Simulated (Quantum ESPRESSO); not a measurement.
**MoSe2: equation of state with PBE**

MoSe2:

```
Mo Se
1.0
     3.28800    0.00000    0.00000
    -1.64400    2.84749    0.00000
     0.00000    0.00000   12.90000
Mo Se
2 4
Direct
  0.66667 0.33333 0.75000
  0.33333 0.66667 0.25000
  0.66667 0.33333 0.37500
  0.33333 0.66667 0.87500
  0.66667 0.33333 0.12500
  0.33333 0.66667 0.62500
```

```json
{"Program": "Quantum ESPRESSO 7.5", "Task": "equation of state", "Functional": "PBE", "Potentials or basis": "SSSP 1.3 efficiency PBE", "Cutoff": "816 eV", "Density cutoff": "5987 eV", "k mesh": "9 × 9 × 2", "Occupations": "fermi-dirac, width 0.05 eV", "Spin": "no spin polarisation"}
```

| Property | Result |
| --- | --- |
| Equilibrium volume | 21.38 Å³/atom (rough: see the caveat) |
| Bulk modulus at fixed shape and positions | 116 GPa (rough) |

Energy against volume, from the lowest point:
| volume (Å³/atom) | energy (meV/atom) |
| --- | --- |
| 18.922 | 127.37 |
| 19.324 | 85.68 |
| 19.727 | 53.31 |
| 20.129 | 29.35 |
| 20.532 | 12.96 |
| 20.935 | 3.40 |
| 21.337 | 0.00 |

All runs of the series together: 3.9 min on 2 threads of AMD EPYC 9R45 96-Core Processor (Zen 5), on a shared host.

Caveat: the minimum lies outside the volumes run; the cell was scaled at fixed shape and fractional positions, which overstates the stiffness of a crystal with free parameters, most of all of layers and chains; this functional lacks dispersion, which binds the layers, so the pressure and a relaxed spacing across them are unreliable.
